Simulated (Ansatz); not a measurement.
## Lu: all-electron results

```
CELL_PARAMETERS angstrom
3.50990 0.00000 0.00000
-1.75495 3.03966 0.00000
0.00000 0.00000 5.56660
ATOMIC_POSITIONS crystal
Lu 0.33333 0.66667 0.25000
Lu 0.66667 0.33333 0.75000
```

Atoms are numbered in the order listed.

The cell is COD entry 1538083, as deposited and not checked against the literature; nothing was relaxed.

No spin–orbit coupling, which matters for the heavy atoms here.

Computed with DFT, PBE, all-electron LAPW, scalar-relativistic in Ansatz 0.2.0.

Numerical set-up: a Γ-centred 13×13×8 k mesh, Fermi–Dirac smearing of 0.03 eV, basis error target 0.5 meV/atom, no spin polarisation.

* Pressure at this cell: -0.90 GPa
* Band gap: none: bands cross the Fermi level, a metal
* Stress xx, yy, zz (compression positive): -0.53, -0.53, -1.63 GPa
* Density of states at the Fermi level (0.2 eV bin): 3.94 states/eV per cell
* Volume per atom: 29.69 Å³
